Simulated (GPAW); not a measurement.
Crystal: SnTe.

```
CELL_PARAMETERS angstrom
0.00000 3.15085 3.15085
3.15085 0.00000 3.15085
3.15085 3.15085 0.00000
ATOMIC_POSITIONS crystal
Te 0.50000 0.50000 0.50000
Sn 0.00000 0.00000 0.00000
```

| Property | Result |
| --- | --- |
| Program | GPAW 26.7.0 |
| Task | relaxation of cell and atoms |
| Functional | PBEsol |
| Dispersion | D3(BJ) |
| Potentials or basis | PAW data sets generated in the run's folder for this functional |
| Cutoff | 600 eV |
| Basis | pw |
| k mesh | 7 × 7 × 7 |
| Occupations | fermi-dirac, width 0.05 eV |
| Spin | no spin polarisation |

At the start: pressure -2.6 GPa; volume 31.28 Å³/atom.

**Question.** Where does the relaxation end?

**Answer.** Over 4 steps the energy falls by 15.0 meV/atom and the volume is 29.55 Å³/atom (-5.5 %); space group Fm-3m (No. 225, to 0.05 Å).

Step by step:
```tsv
step	energy change (eV)	largest force (eV/Å)	pressure (GPa)	volume (Å³)
1	0.0000	0.0000	-2.64	62.56
2	-0.0103	0.0000	-2.19	61.88
3	-0.0299	0.0000	0.20	58.86
4	-0.0300	0.0000	-0.01	59.09
```

Final structure:
```
Te Sn
1.0
     0.00000    3.09147    3.09147
     3.09147    0.00000    3.09147
     3.09147    3.09147    0.00000
Te Sn
1 1
Direct
  0.50000 0.50000 0.50000
  0.00000 0.00000 0.00000
```

Caveat: later steps reuse the first step's grids.
